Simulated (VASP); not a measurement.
# MnF2: band structure with PBE

Crystal: MnF2.

```
Mn F
1.0
     4.87380    0.00000    0.00000
     0.00000    4.87380    0.00000
     0.00000    0.00000    3.31070
Mn F
2 4
Direct
  0.50000 0.50000 0.50000
  0.00000 0.00000 0.00000
  0.80530 0.19470 0.50000
  0.69470 0.69470 0.00000
  0.19470 0.80530 0.50000
  0.30530 0.30530 0.00000
```

```json
{"Program": "VASP 6.6.1", "Task": "band structure", "Functional": "PBE", "Potentials or basis": "VASP PAW PBE potentials, release 64 (Mn_sv_GW, F_GW)", "Cutoff": "600 eV", "k mesh": "5 × 5 × 6", "Occupations": "fermi-dirac, width 0.05 eV", "Spin": "collinear spin, ferromagnetic start", "Starting moments": "[4.0, 4.0, 0.0, 0.0, 0.0, 0.0] μB", "Further INCAR settings": "ALGO = Normal; EDIFF = 1e-06"}
```

```yaml
Pressure: 2.7 GPa
Largest_force: 0.042 eV/Å
Band_gap_on_the_k_mesh: 1.09 eV, direct
Band_gap_along_the_path: 1.09 eV, direct
Net_moment: 10.00 μB per cell
Site_moments: Mn +4.45; F +0.09 μB
Valence_electrons_inside_the_program's_atomic_spheres: Mn 12.84; F 5.82
```

Forces in eV/Å, atoms in the order of the input:
```
Mn   0.000  0.000  0.000
Mn   0.000  0.000  0.000
F   -0.030  0.030  0.000
F    0.030  0.030  0.000
F    0.030 -0.030  0.000
F   -0.030 -0.030  0.000
```

Stress tensor (GPa, compression positive):
```
2.59 0.00 0.00
0.00 2.59 0.00
0.00 0.00 3.04
```

Levels at the corners of the path, in eV from the valence-band top:
Spin up:
| point | band 30 | band 31 | band 32 | band 33 | band 34 | band 35 | band 36 | band 37 | band 38 |
| --- | --- | --- | --- | --- | --- | --- | --- | --- | --- |
| Γ | -1.77 | -1.56 | -0.56 | -0.56 | 0.00 | 1.09 | 6.45 | 6.45 | 7.75 |
| X | -1.95 | -0.82 | -0.82 | -0.68 | -0.68 | 3.44 | 3.44 | 7.76 | 7.76 |
| X | -1.95 | -0.82 | -0.82 | -0.68 | -0.68 | 3.44 | 3.44 | 7.76 | 7.76 |
| M | -1.90 | -1.12 | -1.12 | -0.56 | -0.56 | 4.94 | 4.94 | 5.52 | 5.52 |
| M | -1.90 | -1.12 | -1.12 | -0.56 | -0.56 | 4.94 | 4.94 | 5.52 | 5.52 |
| Γ | -1.77 | -1.56 | -0.56 | -0.56 | 0.00 | 1.09 | 6.45 | 6.45 | 7.76 |
| Γ | -1.77 | -1.56 | -0.56 | -0.56 | 0.00 | 1.09 | 6.45 | 6.45 | 7.75 |
| Z | -1.87 | -1.24 | -1.24 | -1.00 | -1.00 | 5.69 | 5.69 | 9.56 | 9.60 |
| Z | -1.87 | -1.24 | -1.24 | -1.00 | -1.00 | 5.69 | 5.69 | 9.55 | 9.61 |
| R | -1.80 | -1.66 | -1.66 | -0.32 | -0.32 | 6.82 | 6.82 | 6.87 | 6.87 |
| R | -1.80 | -1.66 | -1.66 | -0.32 | -0.32 | 6.82 | 6.82 | 6.87 | 6.87 |
| A | -1.97 | -1.26 | -1.26 | -0.83 | -0.83 | 6.75 | 6.75 | 7.89 | 7.91 |
| A | -1.97 | -1.26 | -1.26 | -0.83 | -0.83 | 6.75 | 6.76 | 7.89 | 7.92 |
| Z | -1.87 | -1.24 | -1.24 | -1.00 | -1.00 | 5.69 | 5.69 | 9.55 | 9.57 |
| X | -1.95 | -0.82 | -0.82 | -0.68 | -0.68 | 3.44 | 3.44 | 7.76 | 7.76 |
| R | -1.80 | -1.66 | -1.66 | -0.32 | -0.32 | 6.82 | 6.82 | 6.87 | 6.87 |
| M | -1.90 | -1.12 | -1.12 | -0.56 | -0.56 | 4.94 | 4.94 | 5.52 | 5.52 |
| A | -1.97 | -1.26 | -1.26 | -0.83 | -0.83 | 6.75 | 6.75 | 7.89 | 7.91 |
Spin down:
```
point  band 22  band 23  band 24  band 25  band 26  band 27
    Γ    -4.71    -4.71    -4.42     1.69     1.75     2.15
    X    -5.49    -4.75    -4.75     1.92     1.92     2.35
    X    -5.49    -4.75    -4.75     1.92     1.92     2.35
    M    -5.16    -5.07    -5.07     1.80     1.80     2.24
    M    -5.16    -5.07    -5.07     1.80     1.80     2.24
    Γ    -4.71    -4.71    -4.42     1.69     1.75     2.15
    Γ    -4.71    -4.71    -4.42     1.69     1.75     2.15
    Z    -5.33    -5.12    -5.12     2.15     2.15     2.25
    Z    -5.33    -5.12    -5.12     2.15     2.15     2.25
    R    -5.17    -4.92    -4.92     1.88     1.88     2.29
    R    -5.17    -4.92    -4.92     1.88     1.88     2.29
    A    -4.90    -4.82    -4.82     2.13     2.13     2.23
    A    -4.90    -4.82    -4.82     2.13     2.13     2.23
    Z    -5.33    -5.12    -5.12     2.15     2.15     2.25
    X    -5.49    -4.75    -4.75     1.92     1.92     2.35
    R    -5.17    -4.92    -4.92     1.88     1.88     2.29
    M    -5.16    -5.07    -5.07     1.80     1.80     2.24
    A    -4.90    -4.82    -4.82     2.13     2.13     2.23
```

Wall time 7.8 min on 1 thread of Intel(R) Xeon(R) 6975P-C (Granite Rapids), with other jobs on the host, peak memory 0.41 GiB.

Caveat: the cutoff is under 1.25 times the usual one of these potentials, so pressure, stress and relaxed cells hold a basis-set (Pulay) error; only a ferromagnetic start was run, and an antiferromagnetic order may lie lower in energy. As with any semilocal functional, this PBE gap is likely too small.
